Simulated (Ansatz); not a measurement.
**K: computed DOS**

```
CELL_PARAMETERS angstrom
-2.69756 2.69756 2.69756
2.69756 -2.69756 2.69756
2.69756 2.69756 -2.69756
ATOMIC_POSITIONS crystal
K 0.00000 0.00000 0.00000
```

Structure from Materials Project entry mp-58 (possibly hypothetical), not relaxed further.

Computed with DFT, PBEsol, all-electron LAPW, scalar-relativistic (Ansatz 0.2.0).

Settings: a Γ-centred 10×10×10 k mesh, Fermi–Dirac smearing of 0.05 eV, basis error target 0.5 meV/atom, no spin polarisation.

States per eV and cell, averaged over 0.4 eV, from -2.2 to 2.4 eV, with energies (bin centres) from the Fermi level; empty bins are left out. 

| E (eV) | total |
| --- | --- |
| -2.1 | 0.03 |
| -1.7 | 0.25 |
| -1.3 | 0.40 |
| -0.9 | 0.53 |
| -0.5 | 0.64 |
| -0.1 | 0.77 |
| 0.3 | 0.99 |
| 0.7 | 0.99 |
| 1.1 | 1.25 |
| 1.5 | 1.53 |
| 1.9 | 1.36 |
| 2.3 | 1.35 |
